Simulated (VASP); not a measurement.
# BN (P6_3/mmc) in VASP: a series of runs

The runs below take BN through relaxation of cell and atoms, with PBE+D3(BJ).

All numbers are computed with VASP 6.6.1; they aren't measurements. Logs are shortened: lines on timing, memory, paths and dates and some standing lists are left out, and cuts for length are marked.

## Step 1: The crystal as given

Symmetry: P6_3/mmc, No. 194, hexagonal system. Conventional cell: a = 2.498 Å, b = 2.498 Å, c = 6.636 Å, α = 90.00°, β = 90.00°, γ = 120.00°. B (site symmetry -6m2) is surrounded by 3 N at 1.44 Å. N (site symmetry -6m2) is surrounded by 3 B at 1.44 Å.

## Step 2: Relaxation of cell and atoms, PBE+D3(BJ)

File INCAR:

```
SYSTEM = BN
PREC = Accurate
ENCUT = 600
EDIFF = 1E-6
ISMEAR = 0
SIGMA = 0.03
LREAL = .False.
LASPH = .True.
NELM = 80
ALGO = Normal
ISIF = 3
LWAVE = .False.
LCHARG = .False.
GGA = PE
IVDW = 12
IBRION = 2
NSW = 90
EDIFFG = -0.01
KPAR = 2
```

File KPOINTS:

```
Automatic mesh
0
Gamma
  12 12 4
  0 0 0
```

File POSCAR:

```
BN
1.0
    2.4982400000      0.0000000000      0.0000000000
   -1.2491200000      2.1635393048      0.0000000000
    0.0000000000      0.0000000000      6.6357000000
B N
2 2
Direct
    0.3333333333      0.6666666667      0.2500000000
    0.6666666667      0.3333333333      0.7500000000
    0.3333333333      0.6666666667      0.7500000000
    0.6666666667      0.3333333333      0.2500000000
```

Potentials or basis: VASP PAW PBE potentials, release 64 (B, N).

Started as:

```bash
cat potpaw_PBE.64/B/POTCAR potpaw_PBE.64/N/POTCAR > POTCAR
mpirun -np 2 vasp_std > vasp.out
```

OUTCAR:

```text
SYSTEM = BN
   PREC = Accurate
   ENCUT = 600
   EDIFF = 1E-6
   ISMEAR = 0
   LREAL = .False.
   LASPH = .True.
   NELM = 80
   ISIF = 3
   GGA = PE
   IVDW = 12
   IBRION = 2
   NSW = 90
   EDIFFG = -0.01
 IVDW          = 12

 ion  position               nearest neighbor table
   1  0.333  0.667  0.250-   4 1.44   4 1.44   4 1.44
   2  0.667  0.333  0.750-   3 1.44   3 1.44   3 1.44
   3  0.333  0.667  0.750-   2 1.44   2 1.44   2 1.44
   4  0.667  0.333  0.250-   1 1.44   1 1.44   1 1.44

  LATTYP: Found a hexagonal cell.
 ALAT       =     2.4982400000
 C/A-ratio  =     2.6561499296

  Lattice vectors:

 A1 = (   2.4982400000,   0.0000000000,   0.0000000000)
 A2 = (  -1.2491200000,   2.1635393048,   0.0000000000)
 A3 = (   0.0000000000,   0.0000000000,   6.6357000000)

Analysis of symmetry for initial positions (statically):
=====================================================================
 Subroutine PRICEL returns:
 Original cell was already a primitive cell.

 Routine SETGRP: Setting up the symmetry group for a
 hexagonal supercell.

 Subroutine GETGRP returns: Found 24 space group operations
 (whereof 12 operations were pure point group operations)
 out of a pool of 24 trial point group operations.

The static configuration has the point symmetry D_3d.
 The point group associated with its full space group is D_6h.

Analysis of symmetry for dynamics (positions and initial velocities):
=====================================================================
 Subroutine PRICEL returns:
 Original cell was already a primitive cell.

 Routine SETGRP: Setting up the symmetry group for a
 hexagonal supercell.

 Subroutine GETGRP returns: Found 24 space group operations
 (whereof 12 operations were pure point group operations)
 out of a pool of 24 trial point group operations.

The dynamic configuration has the point symmetry D_3d.
 The point group associated with its full space group is D_6h.

 Subroutine INISYM returns: Found 24 space group operations
 (whereof 12 operations are pure point group operations),
 and found     1 'primitive' translations

----------------------------------------------------------------------------------------

                                     Primitive cell

  volume of cell :      35.8662

  direct lattice vectors                    reciprocal lattice vectors
     2.498240000  0.000000000  0.000000000     0.400281798  0.231102804  0.000000000
    -1.249120000  2.163539305  0.000000000     0.000000000  0.462205608  0.000000000
     0.000000000  0.000000000  6.635700000     0.000000000  0.000000000  0.150700002

  length of vectors
     2.498240000  2.498240000  6.635700000     0.462205608  0.462205608  0.150700002

  position of ions in fractional coordinates (direct lattice)
     0.333333333  0.666666667  0.250000000
     0.666666667  0.333333333  0.750000000
     0.333333333  0.666666667  0.750000000
     0.666666667  0.333333333  0.250000000

  ion indices of the primitive-cell ions
   primitive index   ion index
                 1           1
                 2           2
                 3           3
                 4           4

----------------------------------------------------------------------------------------

 KPOINTS: Automatic mesh

Automatic generation of k-mesh.
 Grid dimensions read from file:
 generate k-points for:   12   12    4

 Generating k-lattice:

  Cartesian coordinates                     Fractional coordinates (reciprocal lattice)
     0.033356817  0.019258567  0.000000000     0.083333333 -0.000000000  0.000000000
     0.000000000  0.038517134  0.000000000     0.000000000  0.083333333  0.000000000
     0.000000000  0.000000000  0.037675000     0.000000000  0.000000000  0.250000000

  Length of vectors
     0.038517134  0.038517134  0.037675000

  Shift w.r.t. Gamma in fractional coordinates (k-lattice)
     0.000000000  0.000000000  0.000000000

 Subroutine IBZKPT returns following result:
 ===========================================

 Found     57 irreducible k-points:

 Following reciprocal coordinates:
            Coordinates               Weight
  0.000000  0.000000  0.000000      1.000000
  0.083333 -0.000000  0.000000      6.000000
  0.166667  0.000000  0.000000      6.000000
  0.250000  0.000000  0.000000      6.000000
  0.333333  0.000000  0.000000      6.000000
  0.416667  0.000000  0.000000      6.000000
[... 16 lines left out ...]
  0.250000  0.000000  0.250000     12.000000
  0.333333  0.000000  0.250000     12.000000
 [... further k-points ...]
   k-points           NKPTS =     57   k-points in BZ     NKDIM =     57   number of bands    NBANDS=     12
   number of dos      NEDOS =    301   number of ions     NIONS =      4
   total plane-waves  NPLWV =  21600
   dimension x,y,z NGX =    20 NGY =   20 NGZ =   54
   dimension x,y,z NGXF=    40 NGYF=   40 NGZF=  108
   ions per type =               2   2
   NGX,Y,Z   is equivalent  to a cutoff of  13.31, 13.31, 13.53 a.u.
   NGXF,Y,Z  is equivalent  to a cutoff of  26.62, 26.62, 27.06 a.u.
 SYSTEM =  BN
   PREC   = accura    normal or accurate (medium, high low for compatibility)
   ISTART =      0    job   : 0-new  1-cont  2-samecut
   ICHARG =      2    charge: 1-file 2-atom 10-const
   ISPIN  =      1    spin polarized calculation?
   LNONCOLLINEAR =      F non collinear calculations
   LSORBIT =      F    spin-orbit coupling
   LASPH  =      T    aspherical Exc in radial PAW
   ENCUT  =  600.0 eV  44.10 Ry    6.64 a.u.   4.99  4.99 13.25*2*pi/ulx,y,z
   NELM   =     80;   NELMIN=  2; NELMDL= -5     # of ELM steps
   EDIFF  = 0.1E-05   stopping-criterion for ELM
   LREAL  =      F    real-space projection
   EDIFFG = -.1E-01   stopping-criterion for IOM
   NSW    =     90    number of steps for IOM
   IBRION =      2    ionic relax: 0-MD 1-quasi-New 2-CG
   NFREE  =      1    steps in history (QN), initial steepest desc. (CG)
   ISIF   =      3    stress and relaxation
   ISYM   =      2    0-nonsym 1-usesym 2-fastsym
   POTIM  = 0.5000    time-step for ionic-motion
   TEBEG  =    0.0;   TEEND  =   0.0 temperature during run
   PSTRESS=    0.0 pullay stress
   NELECT =      16.0000    total number of electrons
   NUPDOWN=      -1.0000    fix difference up-down
   EMIN   =  10.00;   EMAX   =-10.00  energy-range for DOS
   EFERMI =   0.00;   METHOD = LEGACY
   ISMEAR =     0;   SIGMA  =   0.03  broadening in eV -4-tet -1-fermi 0-gaus
   EFERMI_NEDOS =   21; number of points for ismear=-14 and -15
   IALGO  =     38    algorithm
   IMIX   =      4    mixing-type and parameters
     AMIX     =   0.40;   BMIX     =  1.00
     AMIX_MAG =   1.60;   BMIX_MAG =  1.00
  volume/ion in A,a.u.               =       8.97        60.51
  Fermi-wavevector in a.u.,A,eV,Ry     =   1.250891  2.363842 21.289433  1.564729
  Thomas-Fermi vector in A             =   2.384864
   LORBIT       =      0    0 simple, 1 ext, 2 COOP (PROOUT), +10 PAW based schemes
   GGA     = PE    functional components
   LHFCALC =     F    Hartree Fock is set to
   AEXX    =    0.0000 exact exchange contribution
   IVDW    =    12    specifies the selected vdW correction
   LEPSILON=     F    determine dielectric tensor
   LRPA    =     F    only Hartree local field effects (RPA)
 conjugate gradient relaxation of ions
 non-spin polarized calculation
 Gauss-broadening in eV      SIGMA  =   0.03
  energy-cutoff  :      600.00
  volume of cell :       35.87
 maximum number of plane-waves:      1224
 NGX is ok and might be reduce to    20
   NGX =  9   NGY =  9   NGZ = 27

--------------------------------------- Ionic step        1  -------------------------------------------

 number of electron      15.9999998 magnetization

 Free energy of the ion-electron system (eV)
  ---------------------------------------------------
  ext. energy  EPLUGINS =         0.00000000
  ---------------------------------------------------
  free energy    TOTEN  =       -35.15342225 eV

  energy without entropy =      -35.15342225  energy(sigma->0) =      -35.15342225

------------------------ aborting loop because EDIFF is reached ----------------------------------------

 Edisp (eV)   -0.56768

 E8    (eV) :    -0.1663

  FORCE on cell =-STRESS in cart. coord.  units (eV):
  Direction    XX          YY          ZZ          XY          YZ          ZX
  --------------------------------------------------------------------------------------
  -------------------------------------------------------------------------------------
  Total       0.79681     0.79681    -0.07557     0.00000    -0.00000     0.00000
  in kB      35.59414    35.59414    -3.37565     0.00000    -0.00000     0.00000
  external pressure =       22.60 kB  Pullay stress =        0.00 kB
[... 233 lines left out ...]
  energy  without entropy=      -35.7238940647  energy(sigma->0) =      -35.72389406

--------------------------------------- Ionic step        7  -------------------------------------------

 number of electron      15.9999998 magnetization

 Free energy of the ion-electron system (eV)
  ---------------------------------------------------
  ext. energy  EPLUGINS =         0.00000000
  ---------------------------------------------------
  free energy    TOTEN  =       -35.15466524 eV

  energy without entropy =      -35.15466524  energy(sigma->0) =      -35.15466524

 E-fermi :   2.4812     XC(G=0): -10.1203

 val. band max:        2.3340204858   @ k =   0.3333   0.2500   0.0000
 cond. band min:       6.5897523265   @ k =   0.5000   0.0000   0.0000
 fundamental gap:      4.2557318407
 Fermi energy:         2.4811911168

 k-point     1 :       0.0000    0.0000    0.0000
  band No.  band energies     occupation
      1     -15.4621      2.00000
      2     -15.1482      2.00000
      3      -3.9082      2.00000
      4      -1.6921      2.00000
      5       0.9959      2.00000
      6       0.9959      2.00000
      7       1.0364      2.00000
      8       1.0364      2.00000
      9       7.6458      0.00000
     10      12.7373      0.00000
     11      13.8516      0.00000
     12      13.8516      0.00000
[... 331 lines left out ...]
 k-point    24 :       0.3333    0.0000    0.2500
  band No.  band energies     occupation
      1     -13.4463      2.00000
      2     -13.2868      2.00000
      3      -4.5533      2.00000
      4      -4.4902      2.00000
      5      -1.2470      2.00000
      6      -1.1997      2.00000
      7      -0.8699      2.00000
      8       0.3967      2.00000
      9       9.1596      0.00000
     10       9.7723      0.00000
     11      11.3263      0.00000
     12      12.5270      0.00000

 [... further k-points ...]

------------------------ aborting loop because EDIFF is reached ----------------------------------------

 Edisp (eV)   -0.56942

 E8    (eV) :    -0.1669

  FORCE on cell =-STRESS in cart. coord.  units (eV):
  Direction    XX          YY          ZZ          XY          YZ          ZX
  --------------------------------------------------------------------------------------
  -------------------------------------------------------------------------------------
  Total       0.01010     0.01010    -0.02398     0.00000     0.00000     0.00000
  in kB       0.45172     0.45172    -1.07282     0.00000     0.00000     0.00000
  external pressure =       -0.06 kB  Pullay stress =        0.00 kB
[... 19 lines left out ...]
  FREE ENERGIE OF THE ION-ELECTRON SYSTEM (eV)
  ---------------------------------------------------
  free  energy   TOTEN  =       -35.7240813947 eV

  energy  without entropy=      -35.7240813947  energy(sigma->0) =      -35.72408139

 reached required accuracy - stopping structural energy minimisation
```

Run time: 26 s. Hardware: 2 MPI ranks of Intel Xeon 6975P-C (Granite Rapids), shared host; peak memory 0.16 GiB.

Results:

- Free energy: -35.7241 eV
- Relaxed volume: 8.95 Å³/atom
- Relaxed cell: a = 2.506 Å, b = 2.506 Å, c = 6.584 Å, α = 90.00°, β = 90.00°, γ = 120.00°
- Space group after relaxing (to 0.05 Å): P6_3/mmc (No. 194)
- Energy gained by relaxing: 0.7 meV/atom
- Ionic steps: 7
- Pressure after relaxing: 0.0 GPa
- Band gap on the k mesh: 4.26 eV, indirect (least direct gap 4.63 eV)
- Dispersion energy per atom: -0.142 eV

Step by step:
| step | energy change (eV) | largest force (eV/Å) | pressure (GPa) | volume (Å³) |
| --- | --- | --- | --- | --- |
| 1 | 0.0000 | 0.0000 | 2.26 | 35.87 |
| 2 | 0.0069 | 0.0000 | -4.50 | 36.53 |
| 3 | -0.0026 | 0.0000 | -0.12 | 36.09 |
| 4 | -0.0026 | 0.0000 | -0.09 | 36.09 |
| 5 | -0.0027 | 0.0000 | -0.07 | 36.06 |
| 6 | -0.0028 | 0.0000 | -0.05 | 35.98 |
| 7 | -0.0030 | 0.0000 | -0.01 | 35.82 |

Final structure:
```xyz
4
Lattice="2.5063 0.0000 0.0000 -1.2531 2.1705 0.0000 0.0000 0.0000 6.5843" Properties=species:S:1:pos:R:3 pbc="T T T"
B     0.0000    1.4470    1.6461
B     1.2531    0.7235    4.9382
N     0.0000    1.4470    4.9382
N     1.2531    0.7235    1.6461
```

Levels at points of the mesh, in eV from the valence-band top:
```
           k point  band 4  band 5  band 6  band 7  band 8  band 9  band 10  band 11  band 12
(0.00, 0.00, 0.00)   -4.03   -1.34   -1.34   -1.30   -1.30    5.31    10.40    11.52    11.52
(0.50, 0.00, 0.00)   -8.83   -4.14   -4.07   -1.47   -0.41    4.26     5.67     9.51     9.92
(0.00, 0.00, 0.50)   -5.26   -1.32   -1.32   -1.32   -1.32    7.72     7.72    11.58    11.58
(0.50, 0.00, 0.50)   -8.87   -4.11   -4.11   -0.92   -0.92    4.73     4.73     9.89     9.89
```

A k mesh can miss the band edges. A hybrid or GW would open this gap; PBE tends to underestimate it.

## Step 3: Relaxation of cell and atoms, PBE+D3(BJ)

Edit INCAR of step 2 so:

```diff
@@ -3,3 +3,3 @@
 ENCUT = 600
-EDIFF = 1E-6
+EDIFF = 1E-7
 ISMEAR = 0
@@ -17,3 +17,3 @@
 NSW = 90
-EDIFFG = -0.01
+EDIFFG = -0.005
 KPAR = 2
```

KPOINTS is that of step 2.

File POSCAR:

```
BN                                      
1.0
    2.5062642033     -0.0000000000     -0.0000000000
   -1.2531321016      2.1704884687     -0.0000000000
   -0.0000000000      0.0000000000      6.5842539459
  B               N             
     2     2
Direct
     0.3333333332999970    0.6666666667000030    0.2500000000000000
     0.6666666667000030    0.3333333332999970    0.7500000000000000
     0.3333333332999970    0.6666666667000030    0.7500000000000000
     0.6666666667000030    0.3333333332999970    0.2500000000000000
```

Potentials or basis: VASP PAW PBE potentials, release 64 (B, N).

Started as:

```bash
cat potpaw_PBE.64/B/POTCAR potpaw_PBE.64/N/POTCAR > POTCAR
mpirun -np 2 vasp_std > vasp.out
```

It took 22 s on 2 MPI ranks of Intel Xeon 6975P-C (Granite Rapids), shared host; peak memory 0.16 GiB.

Results (log left out):

```
Free energy                            : -35.7242 eV
Relaxed volume                         : 8.94 Å³/atom
Relaxed cell                           : a = 2.507 Å, b = 2.507 Å, c = 6.574 Å, α = 90.00°, β = 90.00°, γ = 120.00°
Space group after relaxing (to 0.05 Å) : P6_3/mmc (No. 194)
Energy gained by relaxing              : 0.0 meV/atom
Ionic steps                            : 6
Pressure after relaxing                : -0.1 GPa
Band gap on the k mesh                 : 4.25 eV, indirect (least direct gap 4.63 eV)
Dispersion energy per atom             : -0.143 eV
```

Final structure:
```cif
data_structure
_symmetry_space_group_name_H-M 'P 1'
_symmetry_Int_Tables_number 1
_cell_length_a 2.5065
_cell_length_b 2.5065
_cell_length_c 6.5737
_cell_angle_alpha 90.000
_cell_angle_beta 90.000
_cell_angle_gamma 120.000
_cell_volume 35.77
loop_
_atom_site_label
_atom_site_type_symbol
_atom_site_fract_x
_atom_site_fract_y
_atom_site_fract_z
_atom_site_occupancy
B1 B 0.33333 0.66667 0.25000 1
B2 B 0.66667 0.33333 0.75000 1
N1 N 0.33333 0.66667 0.75000 1
N2 N 0.66667 0.33333 0.25000 1
```

Levels at points of the mesh, in eV from the valence-band top:
| k point | band 6 | band 7 | band 8 | band 9 | band 10 | band 11 |
| --- | --- | --- | --- | --- | --- | --- |
| (0.00, 0.00, 0.00) | -1.34 | -1.30 | -1.30 | 5.32 | 10.42 | 11.51 |
| (0.50, 0.00, 0.00) | -4.07 | -1.48 | -0.41 | 4.25 | 5.68 | 9.51 |
| (0.00, 0.00, 0.50) | -1.32 | -1.32 | -1.32 | 7.74 | 7.74 | 11.58 |
| (0.50, 0.00, 0.50) | -4.11 | -0.92 | -0.92 | 4.72 | 4.72 | 9.89 |
